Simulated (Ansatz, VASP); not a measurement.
## One calculation of Pt, two programs

File INCAR:

```
SYSTEM = Pt
ALGO = Normal
EDIFF = 1E-6
ENCUT = 520
ISIF = 2
ISMEAR = -1
LASPH = .TRUE.
LCHARG = .FALSE.
LREAL = .FALSE.
LWAVE = .FALSE.
NBANDS = 11
NELM = 60
PREC = Accurate
SIGMA = 0.05
```

File KPOINTS:

```
k-points
0
G
  16 16 16
  0 0 0
```

The input POSCAR:

```
Pt
1.0
    0.0000000000      1.9715751809      1.9715751809
    1.9715751809      0.0000000000      1.9715751809
    1.9715751809      1.9715751809      0.0000000000
Pt
1
Direct
    0.0000000000      0.0000000000      0.0000000000
```

Input for Ansatz:

```yaml
crystal:
  lattice:
    - [0.0, 1.9715751809, 1.9715751809]
    - [1.9715751809, 0.0, 1.9715751809]
    - [1.9715751809, 1.9715751809, 0.0]
  atoms:
    - { symbol: Pt, position: [0.0, 0.0, 0.0] }
kpoints:
  mp_grid: { grid: [16, 16, 16] }
  band_path:
    path:
      - [0.0, 0.0, 0.0]
      - [0.5, 0.0, 0.5]
      - [0.625, 0.25, 0.625]
      - [0.375, 0.375, 0.75]
      - [0.0, 0.0, 0.0]
      - [0.5, 0.5, 0.5]
      - [0.5, 0.25, 0.75]
      - [0.5, 0.0, 0.5]
    npoints: 8
scf:
  occupations: { method: fermi_dirac, width: 0.05 }
hamiltonian:
  xc: lda
  pseudopotentials: { kind: all_electron, lapw: { basis_error: 0.00025 } }
output:
  forces: true
  stress: true
  eigenvalues: true
  populations: true
  dos: { projected: true, de: 0.2, e_range: [-14, 8] }
```

Alike in both runs: task single point; functional LDA; k mesh 16 × 16 × 16; occupations fermi-dirac, width 0.05 eV; no spin polarisation.

```csv
,VASP,Ansatz
version,VASP 6.6.1,Ansatz 0.2.0
potentials or method,"VASP PAW LDA potentials, release 64 (Pt)","all-electron LAPW, scalar-relativistic"
plane-wave cutoff (eV),520,see its input
```

VASP gave:

- pressure (GPa): -9.9

Estimate Ansatz's values.

pressure (GPa): -10.5.

Ansatz ran all-electron here, so the differences hold the error of VASP's frozen core and of both bases.

Spin-orbit coupling is left out, which matters for the levels of Pt.
